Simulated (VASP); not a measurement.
Runs of VASP 6.6.1 on Ru. It takes space group P6_3/mmc (No. 194, hexagonal). Conventional cell: a = 2.706 Å, b = 2.706 Å, c = 4.282 Å, α = 90.00°, β = 90.00°, γ = 120.00°. Ru (site symmetry -6m2) is surrounded by 12 Ru at 2.65 to 2.71 Å. 

```tsv
level	gap on the mesh (eV)	pressure (GPa)	relaxed volume (Å³/atom)
SCAN+rVV10	none	0.0	13.32
SCAN+D3(BJ)	none	0.0	(a)
SCAN	none	0.0	13.38
SCAN+D3	none	0.0	13.31
SCAN+D4	none	0.0	13.32
```

Alike in all rows: task relaxation of cell and atoms; potentials or basis VASP PAW PBE potentials, release 64 (Ru_pv); no spin polarisation; cell relaxed; k mesh 11 × 11 × 6; cutoff (eV) 600; smearing fermi-dirac 0.05 eV.

Task: Fill in the values left out.

Result: (a) 13.30.

Caveats: the PAW data sets were made with another functional, which shifts forces and pressure a little; pairwise dispersion overbinds metals, which lowers pressure and volume (some runs).

A k mesh can miss the band edges, and the runs leave out spin-orbit coupling on Ru.

A gap of «none» marks a metal or a gap under the smearing width.
